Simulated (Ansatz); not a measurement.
## Property card for HfC₅

Method: Ansatz 0.2.0, DFT PBE, scalar-relativistic, plane waves, PAW.

Plane waves to 420 eV, a k mesh through Γ of 8×6×4 on the computed 12-atom cell and Gaussian smearing (0.10 eV); no spin polarisation.

The structure is relaxed at this level of theory with its symmetry kept, and needn't be the ground state of this composition.

```xyz
12
Lattice="4.3254 0.0000 0.0000 0.0000 4.7970 0.0000 0.0000 0.0000 8.2382" Properties=species:S:1:pos:R:3 pbc="T T T"
Hf    0.0000    0.0000    4.1191
Hf    2.1627    2.3985    4.1191
C     1.4465    2.3985    0.0000
C     0.7160    3.5985    0.0000
C     1.4467    0.0000    0.0000
C     0.7160    1.1985    0.0000
C     2.8790    2.3985    0.0000
C     3.6094    1.1985    0.0000
C     2.8787    0.0000    0.0000
C     3.6094    3.5985    0.0000
C     2.1627    0.0000    4.1191
C     0.0000    2.3985    4.1191
```

```json
{
 "Space group": "Pmmm (No. 47)",
 "Volume per atom": "14.24 Å³",
 "Formation energy from the elements' standard states (uncorrected)": "+0.221 eV/atom",
 "Kohn–Sham band gap": "none (metal)",
 "Density of states at the Fermi level": "0.7 states/eV per cell",
 "Orbital (Löwdin) character within 0.5 eV of the Fermi level": "Hf 5d 44 %, C 2p 36 %, Hf 6s 17 %"
}
```

Spin-orbit coupling is left out, which matters for the bands of heavy elements. The cell holds layers, chains or molecules and no dispersion correction was added, so their binding is poorly described.

The cell was found from a proposed guess, not taken from experiment. Löwdin shares on free-atom orbitals overweight diffuse shells.
